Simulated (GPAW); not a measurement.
Runs of GPAW 26.7.0 on Au. The structure is cubic, space group Fm-3m (No. 225). Conventional cell: a = 4.070 Å, b = 4.070 Å, c = 4.070 Å, α = 90.00°, β = 90.00°, γ = 90.00°. Around Au (site symmetry m-3m) lie 12 Au at 2.88 Å. 

```tsv
task	level	potentials or basis	spin	cutoff (eV)	maxiter	band path	band points	data set	spin axis theta (degrees)	other keys	pressure (GPa)	V0 of scaled cells (Å³/atom)	B0 (GPa)
equation of state	BP86+D3(BJ)	PAW data sets generated in the run's folder for this functional, pw	off	600	150	-	-	-	-	-	-	16.80	191
equation of state	PBEsol+D3	PAW data sets generated in the run's folder for this functional, pw	off	600	150	-	-	-	-	-	-	16.81	184
equation of state	WC	PAW data sets generated in the run's folder for this functional, pw	off	600	150	-	-	-	-	-	-	17.43	171
single point	PBE	GPAW PAW data sets (gpaw-data 1.2.1), pw	off	900	80	-	-	-	-	several, not listed	(a)	-	-
band structure	PBE	JTH PAW 2.0, PBE, pw	off	600	150	GXWKGLUWLK,UX	80	Au jth	-	-	10.6	-	-
band structure	WC	PAW data sets generated in the run's folder for this functional, pw	SOC, no magnetisation	600	150	GXWKGLUWLK,UX	60	-	0	-	(b)	-	-
band structure	M06-L	GPAW PAW data sets (gpaw-data 1.2.1), pw	SOC, no magnetisation	600	150	GXWKGLUWLK,UX	100	-	54.7	-	8.6	-	-
equation of state	PBE+D3(BJ)	GPAW PAW data sets (gpaw-data 1.2.1), pw	off	600	150	-	-	-	-	-	-	(c)	162
equation of state	C09-vdW	GPAW PAW data sets (gpaw-data 1.2.1), pw	off	600	150	-	-	-	-	-	-	(d)	161
band structure	revPBE	the program's PAW data sets (release 1.2.1) made for this functional, pw	SOC, no magnetisation	600	150	GXWKGLUWLK,UX	80	-	54.7	-	16.1	-	-
```

Alike in all rows: cell as given; k mesh 11 × 11 × 11; smearing fermi-dirac 0.05 eV.

Problem. Estimate the missing entries.

Solution. (a) 13.3; (b) 6.3; (c) 17.49; (d) 17.74.

Caveats: with this Au data set, volumes or pressures lay over 1.5 % or 2 GPa off other programs in two to four cells of ten (some runs); spin-orbit coupling was added after a scalar SCF, so levels and gaps hold it while energy, forces, pressure and moments don't (some runs); the PAW data sets were made with another functional, which shifts forces and pressure a little (some runs); the program truncates these outside data sets (some runs); so large a pressure means that the cell lies far from this level's equilibrium, or that cutoff or potentials fall short (some runs).
